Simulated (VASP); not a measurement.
Input of a VASP 6.6.1 run:

Contents of INCAR:

```
SYSTEM = KF
  PREC = Accurate
  ENCUT = 600
  EDIFF = 1E-6
  ISMEAR = 0
  SIGMA = 0.02
  LREAL = .FALSE.
  LASPH = .TRUE.
  NELM = 100
  ALGO = Normal
  ISIF = 3
  LWAVE = .FALSE.
  LCHARG = .FALSE.
  GGA = PE
  IVDW = 12
  IBRION = 2
  NSW = 70
  EDIFFG = -0.02
```

KPOINTS

```
regular mesh
0
G
  8 8 8
  0 0 0
```

POSCAR

```
KF
1.0
    0.0000000000      2.6544130000      2.6544130000
    2.6544130000      0.0000000000      2.6544130000
    2.6544130000      2.6544130000      0.0000000000
K F
1 1
Direct
    0.0000000000      0.0000000000      0.0000000000
    0.5000000000      0.5000000000      0.5000000000
```

Potentials or basis: VASP PAW PBE potentials, release 64 (K_sv, F).

Launch:

```console
$ cat potpaw_PBE.64/K_sv/POTCAR potpaw_PBE.64/F/POTCAR > POTCAR
$ mpirun -np 1 vasp_std > vasp.out
```

(1) Predict the band gap on the k mesh.

(2) Predict the relaxed volume.

(3) What does it give for the dispersion energy per atom?

## Answers

(1) 6.13 eV, direct.

(2) 19.20 Å³/atom.

(3) -0.157 eV.
